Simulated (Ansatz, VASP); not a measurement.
## Si: VASP beside Ansatz

The input INCAR:

```
  PREC = Accurate
  ENCUT = 520
  EDIFF = 1E-6
  ISMEAR = 0
  SIGMA = 0.02
  LREAL = False
  LASPH = True
  NELM = 100
  ALGO = Normal
  ISIF = 2
  LWAVE = False
  LCHARG = False
  GGA = PS
  IBRION = 2
  NSW = 60
  EDIFFG = -0.002
```

File KPOINTS:

```
regular mesh
0
Gamma
  10 10 10
```

Contents of POSCAR:

```
Si
1.0
    0.0000000000      2.7276977521      2.7081195127
    2.7276977521      0.0000000000      2.7081195127
    2.7276977521      2.7276977521      0.0000000000
Si
2
Direct
    0.0000000000      0.0000000000      0.0000000000
    0.2500000000      0.2500000000      0.2500000000
```

Input for Ansatz:

```yaml
crystal:
  lattice:
    - [0.0, 2.7276977521, 2.7081195127]
    - [2.7276977521, 0.0, 2.7081195127]
    - [2.7276977521, 2.7276977521, 0.0]
  atoms:
    - { symbol: Si, position: [0.0, 0.0, 0.0] }
    - { symbol: Si, position: [0.25, 0.25, 0.25] }
basis:
  ecutwfc: 420
kpoints:
  mp_grid: { grid: [10, 10, 10] }
hamiltonian:
  xc: pbesol
  pseudopotentials: { kind: paw }
scf:
  occupations: { method: gaussian, width: 0.02 }
output:
  forces: true
  stress: true
  eigenvalues: true
relax:
  adjacent_minimum: "off"
  f_tol: 0.002
  max_steps: 40
```

Change from the starting cell: strained cell.

Alike in both runs: task relaxation of the atoms; functional PBEsol; k mesh 10 × 10 × 10; occupations gaussian, width 0.02 eV; no spin polarisation.

|  | VASP | Ansatz |
| --- | --- | --- |
| version | VASP 6.6.1 | Ansatz 0.2.0 |
| potentials or method | VASP PAW PBE potentials, release 64 (Si) | scalar-relativistic, plane waves, PAW |
| plane-wave cutoff (eV) | 520 | 420 |
| valence electrons in the cell | 8 | 8 |

Ansatz gave:

- gap on the k mesh at the Fermi level, each at its own relaxed structure (eV): 0.41

**Question.** What did VASP give for the same quantities?

**Answer.** gap on the k mesh at the Fermi level, each at its own relaxed structure (eV): 0.40.

Ansatz warned: «stress_scf_threshold_loose».

Caveats: the relaxation stopped at its first step, so nothing moved. A k mesh can miss the band edges.
